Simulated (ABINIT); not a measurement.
# GaAs in ABINIT: the effect of functional

GaAs:

```
CELL_PARAMETERS angstrom
0.00000 2.82685 2.82685
2.82685 0.00000 2.82685
2.82685 2.82685 0.00000
ATOMIC_POSITIONS crystal
As 0.75000 0.75000 0.75000
Ga 0.00000 0.00000 0.00000
```

Alike in all runs:

| Property | Result |
| --- | --- |
| Program | ABINIT 10.8.3 (patched build) |
| Task | band structure |
| Potentials or basis | JTH PAW PBE v2.0 |
| Cutoff | 544 eV |
| k mesh | 8 × 8 × 8 |
| Occupations | fermi-dirac, width 0.05 eV |
| Spin | no spin polarisation |

```tsv
functional	gap on the mesh (eV)	pressure (GPa)
LDA	0.29	-1.8
PBEsol	0.44	0.3
RPBE	0.63	5.3
BLYP	0.35	6.8
AM05	0.50	0.6
r2SCAN	1.01	0.5
SCAN	?	?
revPBE	0.60	4.8
PW91	0.45	3.1
WC	0.39	0.3
```

**Question.** What does the run with functional SCAN give?

**Answer.** gap on the mesh 0.81 eV; pressure -0.1 GPa.

Caveats: the PAW data sets were made with another functional, which shifts forces and pressure a little.

Runs at the PBE level aren't shown here.
